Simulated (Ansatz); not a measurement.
**Phonons of MgO**

Method: PBEsol, scalar-relativistic; no spin polarisation; PAW, 420 eV, Gaussian smearing of 0.05 eV; code Ansatz. The datasets are Ansatz's generated set soft_2.

```
Mg O
1.0
     0.00000    2.10709    2.10709
     2.10709    0.00000    2.10709
     2.10709    2.10709    0.00000
Mg O
1 1
Direct
  0.00000 0.00000 0.00000
  0.50000 0.50000 0.50000
```

The chain of runs began from a measured cell (COD), expanded in volume. Of that entry: the cell was measured well above room temperature.

Force constants come from finite displacements in a 3×3×3 supercell (the unit cell's 12×12×12 k-mesh, folded to it); the long-range dipole term is included. Points in reciprocal vectors of this cell: Γ = (0.000, 0.000, 0.000), X = (0.500, 0.000, 0.500), U = (0.625, 0.250, 0.625), K = (0.375, 0.375, 0.750), L = (0.500, 0.500, 0.500), W = (0.500, 0.250, 0.750).

Frequencies at the named points (cm⁻¹, imaginary ones negative):
```tsv
point	ω (cm⁻¹)
Γ	0 0 0 388 388 692
X	282 282 397 440 440 549
U	287 376 385 409 479 514
K	287 376 385 409 479 514
L	275 275 357 357 536 561
W	339 364 364 427 490 490
```

Is the structure dynamically stable along this path, and where does the spectrum end?

Yes: no branch is imaginary beyond numerical noise. The highest frequency is 692 cm⁻¹, at Γ. Points that don't fit the supercell are interpolated.

What does the harmonic approximation give for the vibrational free energy, entropy and heat capacity?

Zero-point energy 72.1 meV/atom.
```json
{"T (K)": "100", "F_vib (meV/atom)": "71.8", "S (J/K per mole of atoms)": "1.4", "C_V (J/K per mole of atoms)": "4.3"}
{"T (K)": "200", "F_vib (meV/atom)": "67.4", "S (J/K per mole of atoms)": "7.5", "C_V (J/K per mole of atoms)": "13.7"}
{"T (K)": "300", "F_vib (meV/atom)": "56.1", "S (J/K per mole of atoms)": "14.1", "C_V (J/K per mole of atoms)": "18.7"}
{"T (K)": "400", "F_vib (meV/atom)": "38.4", "S (J/K per mole of atoms)": "19.9", "C_V (J/K per mole of atoms)": "21.1"}
{"T (K)": "500", "F_vib (meV/atom)": "15.2", "S (J/K per mole of atoms)": "24.7", "C_V (J/K per mole of atoms)": "22.4"}
{"T (K)": "600", "F_vib (meV/atom)": "-12.7", "S (J/K per mole of atoms)": "28.9", "C_V (J/K per mole of atoms)": "23.1"}
{"T (K)": "700", "F_vib (meV/atom)": "-44.5", "S (J/K per mole of atoms)": "32.5", "C_V (J/K per mole of atoms)": "23.6"}
{"T (K)": "800", "F_vib (meV/atom)": "-79.9", "S (J/K per mole of atoms)": "35.7", "C_V (J/K per mole of atoms)": "23.9"}
{"T (K)": "900", "F_vib (meV/atom)": "-118.3", "S (J/K per mole of atoms)": "38.5", "C_V (J/K per mole of atoms)": "24.1"}
{"T (K)": "1000", "F_vib (meV/atom)": "-159.6", "S (J/K per mole of atoms)": "41.0", "C_V (J/K per mole of atoms)": "24.3"}
```

The highest mode, 692 cm⁻¹, is worth 1000 K. At 300 K the heat capacity has reached 75 % of the classical limit 3R = 24.9 J/K per mole of atoms, since the stiffer modes are still partly frozen out.

Cost: 2.1 min on 4 threads of Arm Neoverse V1 (shared host), peak memory 3.2 GiB.

